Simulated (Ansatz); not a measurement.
# Rubidium, diamond under PBE: structure, energy and stiffness

The plan for rubidium in the diamond structure: relax it, solve it on a dense k-mesh, switch on spin-orbit coupling, then scale the cell to 7 volumes from 88 to 112 % of the relaxed one and try a fit of the equation of state. The k-meshes are 6×6×6 for the relaxation; 9×9×9 for the dense run; 5×5×5 for spin-orbit coupling; 6×6×6 for the volumes.

This is Rb in the diamond structure; at room conditions it is bcc.

Method: DFT PBE, plane waves (420 eV) with PAW, scalar-relativistic, in Ansatz 0.2.0.

### 1 The system as given

It takes space group Fd-3m (No. 227, cubic). The conventional cell has a = 9.798 Å, b = 9.798 Å, c = 9.798 Å, α = 90.00°, β = 90.00°, γ = 90.00°. Rb (site symmetry -43m) is surrounded by 4 Rb at 4.24 Å.

Structure file:

```xyz
2
Lattice="0.0000 4.8992 4.8992 4.8992 0.0000 4.8992 4.8992 4.8992 0.0000" Properties=species:S:1:pos:R:3 pbc="T T T"
Rb    1.2248    1.2248    1.2248
Rb    8.5736    8.5736    8.5736
```

### 2 Geometry optimisation

File input.yaml:

```yaml
crystal:
  lattice:
    - [0.0, 4.8991917204, 4.8991917204]
    - [4.8991917204, 0.0, 4.8991917204]
    - [4.8991917204, 4.8991917204, 0.0]
  atoms:
    - { symbol: Rb, position: [0.125, 0.125, 0.125] }
    - { symbol: Rb, position: [0.875, 0.875, 0.875] }
hamiltonian:
  xc: pbe
  pseudopotentials:
    kind: paw
    azcp:
      Rb: "pseudopotentials/Rb.paw.azcp"
basis:
  ecutwfc: 420
  fft_grid_basis: typed
kpoints:
  mp_grid: { grid: [6, 6, 6], shift: [0, 0, 0] }
magnetization:
  spin_polarized: false
scf:
  occupations: { method: fermi_dirac, width: 0.1 }
relax:
  max_steps: 60
  f_tol: 0.01
  cell: {}
```

Launch:

```sh
$ ansatz run input.yaml --threads 1 --pin off --max-ram 3584MiB --backend cpu --events-out ev --progress --plain --runs-dir out
```

After this run come: Single point on a dense mesh; Spin-orbit coupling switched on; The cell scaled to 88 % of its volume; The cell scaled to 92 % of its volume; The cell scaled to 96 % of its volume; The cell scaled to 100 % of its volume; The cell scaled to 104 % of its volume; The cell scaled to 108 % of its volume; The cell scaled to 112 % of its volume.

What does the calculation give? Wanted: space group; conventional cell; volume; shortest distance; gap on the mesh; relative to bcc; V₀, B₀, B₀′.

The runs gave:

| quantity | value |
| --- | --- |
| space group (spins left aside) | Fd-3m (No. 227) |
| conventional cell | a = 10.396 Å |
| volume | 140.443 Å³/atom |
| shortest distance | 4.502 Å |
| gap on the mesh | none (levels filled in part) |
| relative to bcc | +261 meV/atom |
| V₀, B₀, B₀′ | 141.182 Å³/atom, 1.0 GPa, 3.4 |

The relaxation enlarged the cell by 19.4 % in volume. Against the reference form of rubidium (bcc, computed apart with the same settings) it stands 261 meV/atom higher, so it is far from stable. Levels at the Fermi energy are filled in part, as in a metal. The total energy of the spin-orbit run lies -0.51 eV/atom from the scalar one, but the two kinds of run don't share a zero of energy: only differences within one kind count. The fitted modulus is 1.0 GPa, a soft solid. Relaxation kept the symmetry; phonons were not checked.
